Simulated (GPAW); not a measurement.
# CO in line between two Sb chains: transmission at several levels

How well does CO in line between two Sb chains conduct at low bias, and how far do basis and functional move the answer?

Calculated with GPAW 26.7.0; GPAW LCAO, PAW setups; Landauer transmission from Green's functions with principal layers (ASE), zero bias.

Most raw output is cut from this account.

**1. Starting point**

The cell holds 10 atoms: 8 Sb, 1 C and 1 O. Cell: a = 9.000 Å, b = 9.000 Å, c = 24.240 Å, α = 90.0°, β = 90.0°, γ = 90.0°. Regions: left lead, 4 atoms (4 Sb); channel, 2 atoms (1 C and 1 O); right lead, 4 atoms (4 Sb). Vacuum lies along a and b. The structure is stacked along c, and the current runs across the ab planes.

**2. Double-zeta polarised basis**

The script solves lead and junction separately, takes H and S in the orbital basis, and joins semi-infinite leads through their self-energies; the dzp basis is the working standard.

Input file run.py:

```python
import json
import numpy as np
from ase import Atoms
from ase.transport.calculators import TransportCalculator
from gpaw import GPAW, FermiDirac
from gpaw.lcao.tools import get_lcao_hamiltonian
from scipy.linalg import eigh

# The junction with lead layers at both ends, along the third cell vector
device = Atoms(
    ['Sb', 'Sb', 'Sb', 'Sb', 'C', 'O', 'Sb', 'Sb', 'Sb', 'Sb'],
    positions=[
        [4.50000, 4.50000, 1.37500],
        [4.50000, 4.50000, 4.12500],
        [4.50000, 4.50000, 6.87500],
        [4.50000, 4.50000, 9.62500],
        [4.50000, 4.50000, 11.59500],
        [4.50000, 4.50000, 12.75500],
        [4.50000, 4.50000, 14.61490],
        [4.50000, 4.50000, 17.36490],
        [4.50000, 4.50000, 20.11490],
        [4.50000, 4.50000, 22.86490]],
    cell=[[9.0, 0.0, 0.0], [0.0, 9.0, 0.0], [0.0, 0.0, 24.2399]],
    pbc=True)

# One principal layer of the lead: the first 2 atoms of the device
lead = Atoms(
    ['Sb', 'Sb'],
    positions=[
        [4.50000, 4.50000, 1.37500],
        [4.50000, 4.50000, 4.12500]],
    cell=[[9.0, 0.0, 0.0], [0.0, 9.0, 0.0], [0.0, 0.0, 5.5]],
    pbc=True)

settings = dict(mode='lcao', basis='dzp', xc='PBE', h=0.18,
                occupations=FermiDirac(0.1), maxiter=250,
                mixer=dict(beta=0.1, nmaxold=8, weight=100.0),
                convergence=dict(density=0.0001))
energies = np.arange(-2, 2 + 1e-9, 0.05)
eta = 0.0001
n1, n2 = 1, 1
# k and -k transmit alike, so half of the mesh across the current serves
mesh = [(i, j) for i in range(n1) for j in range(n2) if (i, j) <= (-i % n1, -j % n2)]
weights = np.array([1 if (i, j) == (-i % n1, -j % n2) else 2 for i, j in mesh]) / (n1 * n2)

# [... helper functions left out ...]
fermi_lead = ground_state(lead, (1, 1, 20), 'lead.txt')
fermi_device = ground_state(device, (1, 1, 3), 'device.txt')
# [... loop over the mesh left out, but for ...]
        # Shift the lead onto the potential of the device's first layer
        shift = ((H[:, 0, 0] - H0[:, 0, 0]) / S0[0, 0]).real.mean()
# [...]
kT = 8.617333e-5 * 77
bias = [0.1, 0.2, 0.5, 1.0, 1.5, 2.0]
# [... integrals and printing left out ...]
```

Run with:

```
OMP_NUM_THREADS=1 OPENBLAS_NUM_THREADS=1 python run.py
```

Wall time 36 s (1 thread of Arm Neoverse V2, shared host); peak memory 1.2 GiB.

Numbers from this step:

```yaml
conductance: 1.717 G₀
largest_coupling_past_the_next_principal_layer: 7.85e-5 eV
largest_misfit_of_the_first_principal_layer: 0.05861 eV
shift_that_aligns_the_lead: -0.08042 eV
basis_functions_of_the_junction: 210
basis_functions_of_a_principal_layer: 46
transmission_at_the_fermi_level_one_spin: 1.717
```

One spin. The transmission, zone mean by energy, zero at the Fermi level:

energy (eV), transmission, zone mean and a bar:
```
   -2.000       0.05 
   -1.800       0.05 
   -1.600       1.85 #############################
   -1.400       1.88 ##############################
   -1.300       1.89 ##############################
   -1.200       1.87 ##############################
   -1.000       1.76 ############################
   -0.800       1.65 ##########################
   -0.600       1.62 ##########################
   -0.400       1.66 ##########################
   -0.200       1.71 ###########################
    0.000       1.72 ###########################
    0.200       1.65 ##########################
    0.400       1.51 ########################
    0.600       1.34 #####################
    0.800       1.18 ##################
    1.000       1.05 ################
    1.200       0.93 ##############
    1.400       0.80 ############
    1.600       0.60 #########
    1.800       0.30 ####
    2.000       0.08
```

Not self-consistent under bias; the bias window is split evenly. The current through one cell, from the zero-bias transmission by bias:

```tsv
bias (V)	current through one cell, from the zero-bias transmission (μA)
0.100	13.3
0.200	26.6
0.500	65.7
1.000	127
1.500	184
2.000	239
```

Transmission of the three most open eigenchannels against energy, zero at the Fermi level:

```tsv
energy (eV)	channel 1	channel 2	channel 3
-2.00	0.0506	0	0
-1.90	0.0515	1.3e-12	1.3e-12
-1.80	0.0524	8.1e-11	8.1e-11
-1.70	0.0532	4.1e-7	4.1e-7
-1.55	0.896	0.896	0.0546
-1.45	0.905	0.905	0.0555
-1.35	0.917	0.917	0.0565
-1.25	0.914	0.914	0.0574
-1.15	0.896	0.896	0.0584
-1.05	0.868	0.868	0.0594
-0.90	0.821	0.821	0.0609
-0.80	0.796	0.796	0.0620
-0.70	0.781	0.781	0.0630
-0.60	0.777	0.777	0.0641
-0.50	0.783	0.783	0.0651
-0.40	0.795	0.795	0.0661
-0.25	0.815	0.815	0.0676
-0.15	0.825	0.825	0.0685
-0.05	0.826	0.826	0.0695
0.00	0.824	0.824	0.0699
0.05	0.819	0.819	0.0703
0.15	0.800	0.800	0.0712
0.25	0.773	0.773	0.0720
0.40	0.717	0.717	0.0731
0.50	0.675	0.675	0.0737
0.60	0.632	0.632	0.0744
0.70	0.591	0.591	0.0750
0.80	0.552	0.552	0.0755
0.90	0.517	0.517	0.0760
1.05	0.471	0.471	0.0768
1.15	0.443	0.443	0.0773
1.25	0.413	0.413	0.0778
1.35	0.381	0.381	0.0783
1.45	0.341	0.341	0.0789
1.55	0.292	0.292	0.0795
1.70	0.193	0.193	0.0804
1.80	0.108	0.108	0.0811
1.90	0.0819	0.00922	0.00922
2.00	0.0812	8.6e-10	8.6e-10
```

Couplings past the next layer reach 7.9e-5 eV, small enough to drop; the matrix elements of the cell's first layer differ from the bulk lead's by up to 0.059 eV. That layer keeps its own values in the calculation, and only beyond it is the lead taken as perfect. The Fermi levels of lead and junction count from different zeros of potential, one for each periodic cell; with both set to zero, the small remaining shift is what aligns them. By hand: G = 1.717 × 77.48 μS = 133 μS, a resistance of 7.52 kΩ; at 0.1 V a linear junction would pass 13.3 μA, and the integral over the bias window gives 13.3 μA.

**3. GPAW, szp: basis = "szp(dzp)"**

The second zeta is dropped, the polarisation orbitals stay.

run.py, as its differences from that of step 2:

```diff
@@ -34,3 +34,3 @@
 
-settings = dict(mode='lcao', basis='dzp', xc='PBE', h=0.18,
+settings = dict(mode='lcao', basis='szp(dzp)', xc='PBE', h=0.18,
                 occupations=FermiDirac(0.1), maxiter=250,
```

It took 28 s on 1 thread; peak memory 1.2 GiB.

Numbers from this step:

* conductance: 1.754 G₀
* largest misfit of the first principal layer: 0.08402 eV
* shift that aligns the lead: -0.07372 eV
* basis functions of the junction: 130
* basis functions of a principal layer: 28
* transmission at the Fermi level (one spin): 1.754

One spin. Transmission, zone mean against energy, zero at the Fermi level:

```tsv
energy (eV)	transmission, zone mean
-2.00	0.0528
-1.85	0.0544
-1.70	0.0560
-1.60	1.78
-1.45	1.83
-1.30	1.89
-1.15	1.86
-1.05	1.81
-0.90	1.71
-0.75	1.64
-0.60	1.62
-0.50	1.63
-0.35	1.68
-0.20	1.73
-0.05	1.75
0.00	1.75
0.05	1.75
0.20	1.70
0.35	1.61
0.50	1.50
0.60	1.42
0.75	1.30
0.90	1.19
1.05	1.11
1.15	1.05
1.30	0.964
1.45	0.850
1.60	0.682
1.70	0.530
1.85	0.234
2.00	0.0921
```

Not self-consistent under bias; the bias window is split evenly. The current through one cell, from the zero-bias transmission by bias:

```tsv
bias (V)	current through one cell, from the zero-bias transmission (μA)
0.100	13.6
0.200	27.1
0.500	67.2
1.000	130
1.500	189
2.000	245
```

Transmission of the three most open eigenchannels against energy, zero at the Fermi level:

```tsv
energy (eV)	channel 1	channel 2	channel 3
-2.00	0.0528	0	0
-1.85	0.0544	6.2e-12	6.2e-12
-1.70	0.0560	1.4e-7	1.4e-7
-1.60	0.859	0.859	0.0570
-1.45	0.886	0.886	0.0587
-1.30	0.915	0.915	0.0603
-1.15	0.900	0.900	0.0620
-1.05	0.872	0.872	0.0632
-0.90	0.822	0.822	0.0649
-0.75	0.785	0.785	0.0667
-0.60	0.775	0.775	0.0685
-0.50	0.782	0.782	0.0697
-0.35	0.805	0.805	0.0715
-0.20	0.828	0.828	0.0733
-0.05	0.840	0.840	0.0750
0.00	0.839	0.839	0.0755
0.05	0.836	0.836	0.0761
0.20	0.812	0.812	0.0777
0.35	0.767	0.767	0.0792
0.50	0.709	0.709	0.0805
0.60	0.667	0.667	0.0814
0.75	0.608	0.608	0.0826
0.90	0.555	0.555	0.0837
1.05	0.511	0.511	0.0848
1.15	0.483	0.483	0.0855
1.30	0.439	0.439	0.0865
1.45	0.381	0.381	0.0875
1.60	0.297	0.297	0.0885
1.70	0.220	0.220	0.0892
1.85	0.0903	0.0721	0.0721
2.00	0.0921	1.1e-9	1.1e-9
```

The conductance, 1.75 G₀, lies 2.2 % above that of the dzp run.

**4. GPAW, sz: basis = "sz(dzp)"**

One function for each valence shell of the setup, as for a first survey of a large system.

run.py, as its differences from that of step 3:

```diff
@@ -34,3 +34,3 @@
 
-settings = dict(mode='lcao', basis='szp(dzp)', xc='PBE', h=0.18,
+settings = dict(mode='lcao', basis='sz(dzp)', xc='PBE', h=0.18,
                 occupations=FermiDirac(0.1), maxiter=250,
```

The job ended after 25 s (1 thread; peak memory 1.1 GiB).

This step gave:

```
conductance                                    : 1.762 G₀
largest coupling past the next principal layer : 7.91e-5 eV
largest misfit of the first principal layer    : 0.1078 eV
shift that aligns the lead                     : -0.09332 eV
basis functions of the junction                : 80
basis functions of a principal layer           : 18
transmission at the Fermi level (one spin)     : 1.763
```

The conductance, 1.76 G₀, lies 2.7 % above that of the dzp run.

**5. LDA in the dzp basis: xc = "LDA"**

Back in the dzp basis, the functional changes from PBE to LDA, to set the spread between functionals beside that between bases.

run.py, as its differences from that of step 4:

```diff
@@ -34,3 +34,3 @@
 
-settings = dict(mode='lcao', basis='sz(dzp)', xc='PBE', h=0.18,
+settings = dict(mode='lcao', basis='dzp', xc='LDA', h=0.18,
                 occupations=FermiDirac(0.1), maxiter=250,
```

The job ended after 27 s (1 thread; peak memory 1.2 GiB).

Numbers from this step:

```
conductance                                    : 1.737 G₀
largest coupling past the next principal layer : 7.81e-5 eV
largest misfit of the first principal layer    : 0.05733 eV
shift that aligns the lead                     : -0.06893 eV
basis functions of the junction                : 210
basis functions of a principal layer           : 46
transmission at the Fermi level (one spin)     : 1.737
```

The conductance, 1.74 G₀, lies 1.2 % above that of the dzp run.

**6. The ladder**

Times are for 1 thread of Arm Neoverse V2, shared host. The series side by side:

```tsv
no.	run	conductance (G₀)	time	memory (GiB)
1	dzp	1.717	36 s	1.2
2	szp	1.754	28 s	1.2
3	sz	1.762	25 s	1.1
4	dzp LDA	1.737	27 s	1.2
```

**7. The levels side by side**

The curves are compared point by point over the common energies.

This step: comparison of transmission and cost over codes and levels (GPAW 26.7.0).

Ladder, by row:

```tsv
step	code	T at the Fermi level (sum over the listed spins)	conductance (G0)	r.m.s. T(E) from the first	wall time (s)	peak memory (GiB)	threads
dzp	GPAW	1.717	1.717	0	36.28	1.18	1
szp	GPAW	1.754	1.754	0.05862	28	1.16	1
sz	GPAW	1.763	1.762	0.3386	25.06	1.1	1
dzp-LDA	GPAW	1.737	1.737	0.1459	26.97	1.18	1
```

Table of transmission, zone mean, sum over the listed spins by energy, zero at the Fermi level:

```tsv
energy (eV)	dzp	szp	sz	dzp-LDA
-2.00	0.0506	0.0528	0.0558	0.0462
-1.85	0.0519	0.0544	0.0573	0.0476
-1.70	0.0532	0.0560	1.87	0.0491
-1.50	1.85	1.80	1.93	1.84
-1.35	1.89	1.88	1.93	1.89
-1.30	1.89	1.89	1.92	1.90
-1.20	1.87	1.88	1.88	1.88
-1.05	1.79	1.81	1.79	1.82
-0.90	1.70	1.71	1.70	1.73
-0.70	1.63	1.63	1.64	1.65
-0.55	1.62	1.62	1.64	1.64
-0.40	1.66	1.66	1.68	1.67
-0.25	1.70	1.71	1.73	1.72
-0.10	1.72	1.75	1.76	1.74
0.00	1.72	1.75	1.76	1.74
0.10	1.69	1.74	1.74	1.71
0.25	1.62	1.68	1.67	1.64
0.40	1.51	1.58	1.57	1.54
0.55	1.38	1.46	1.43	1.41
0.70	1.26	1.34	1.30	1.28
0.90	1.11	1.19	1.13	1.13
1.05	1.02	1.11	1.02	1.04
1.20	0.934	1.02	0.928	0.947
1.35	0.839	0.931	0.826	0.846
1.50	0.715	0.802	0.691	0.715
1.70	0.466	0.530	0.409	0.457
1.85	0.203	0.234	0.0958	0.189
2.00	0.0812	0.0921	0.0974	0.0789
```

**8. Smearing 0.3**

Smearing helps the SCF of a metal converge, but it blurs occupations at band edges near the Fermi level.

This step: GPAW LCAO, PAW setups; Landauer transmission from Green's functions with principal layers (ASE), zero bias (GPAW 26.7.0).

run.py, as its differences from that of step 5:

```diff
@@ -34,4 +34,4 @@
 
-settings = dict(mode='lcao', basis='dzp', xc='LDA', h=0.18,
-                occupations=FermiDirac(0.1), maxiter=250,
+settings = dict(mode='lcao', basis='dzp', xc='PBE', h=0.18,
+                occupations=FermiDirac(0.3), maxiter=250,
                 mixer=dict(beta=0.1, nmaxold=8, weight=100.0),
```

Elapsed: 36 s, on 1 thread; peak memory 1.2 GiB.

The run finished with changed settings (width = 0.3); it serves as a test.

The two runs compared:

```tsv
quantity	this run	sound run	difference
conductance (G₀)	1.6105	1.7168	-0.106
largest coupling past the next principal layer (eV)	7.853e-5	7.852e-5	1.2e-8
largest misfit of the first principal layer (eV)	0.039407	0.058609	-0.0192
shift that aligns the lead (eV)	-0.021825	-0.080422	0.0586
transmission at the Fermi level (one spin)	1.6106	1.7173	-0.107
```

One result that differs is the shift that aligns the lead, -0.0218 eV against -0.0804 eV.

**9. Broadening 0.01**

The broadening keeps the Green's functions finite; too large a value absorbs electrons where channels are open and leaks them where none are.

run.py, as its differences from that of step 8:

```diff
@@ -35,3 +35,3 @@
 settings = dict(mode='lcao', basis='dzp', xc='PBE', h=0.18,
-                occupations=FermiDirac(0.3), maxiter=250,
+                occupations=FermiDirac(0.1), maxiter=250,
                 mixer=dict(beta=0.1, nmaxold=8, weight=100.0),
@@ -39,3 +39,3 @@
 energies = np.arange(-2, 2 + 1e-9, 0.05)
-eta = 0.0001
+eta = 0.01
 n1, n2 = 1, 1
```

It took 36 s on 1 thread; peak memory 1.2 GiB.

The run finished with changed settings (eta = 0.01); it serves as a test.

Side by side:

```tsv
quantity	this run	sound run	difference
conductance (G₀)	1.5553	1.7168	-0.162
transmission at the Fermi level (one spin)	1.5557	1.7173	-0.162
```

The two runs differ clearly in the transmission at the Fermi level (one spin): 1.56 against 1.72.

**10. Results**

```
conductance                                        : 1.72 G₀
transmission at the Fermi level, mean of the spins : 1.72
thermopower                                        : about 0 (under 1.5 μV/K)
```

What this shows: In the dzp basis the junction conducts 1.72 G₀ at 77 K, with T = 1.72 a spin at the Fermi level; the sz basis reaches that conductance within 10 %. At the Fermi level the three most open eigenchannels pass 0.82, 0.82 and 0.070. Measured against the first run (dzp), the nearest curve is that of szp (r.m.s. 0.059) and the farthest that of sz (0.34). Over the compared runs wall time goes from 25 s (sz) to 36 s (dzp), on a shared host. The geometry was built from estimated bond lengths and not relaxed, so the numbers describe this model structure. Spin-orbit coupling is left out, which matters for the heavy atoms here. An evenly spaced straight chain is an idealisation: free chains tend to dimerise, zigzag or, where a band edge lies near the Fermi level, turn magnetic. The currents use the zero-bias T(E) throughout, which holds only while the bias is small against the distance to the nearest feature. The energy step is wider than the thermal energy, so the conductance and thermopower rest on interpolation of T(E).

[Logs are printed without paths, hosts, clocks, repeated set-up lines and the standing remarks that a program may print on its own settings, such as how far it seeks lower states.]

[Hosts, paths, dates, database ids (printed as entryN), source tags and the programs' standing remarks are cut or masked in the printed files.]
